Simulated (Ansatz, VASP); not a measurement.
**Ti: VASP beside Ansatz**

```
Ti
1.0
     2.59581    0.00000    0.00000
     0.00000    2.59581    0.00000
     0.00000    0.00000    2.59581
Ti
1
Direct
  0.00000 0.00000 0.00000
```

Alike in both runs: functional PBEsol; k mesh 14 × 14 × 14; occupations fermi-dirac, width 0.08 eV; no spin polarisation.

Ansatz relaxed the structure, and its values are those at the end. VASP's run is a single point on that final structure, the one shown.

|  | VASP | Ansatz |
| --- | --- | --- |
| version | VASP 6.6.1 | Ansatz 0.2.0 |
| potentials or method | VASP PAW PBE potentials, release 64 (Ti_sv) | PAW with Ansatz's default frozen-core files, scalar-relativistic |
| plane-wave cutoff (eV) | 520 | 420 |
| valence electrons in the cell | 12 | 12 |

Ansatz gave:

* pressure (GPa): 0.0

**Question.** What did VASP give for the same quantities?

**Answer.** Pressure (GPa): -0.1.

Caveats: the PAW data sets were made with another functional, which shifts forces and pressure a little (VASP).
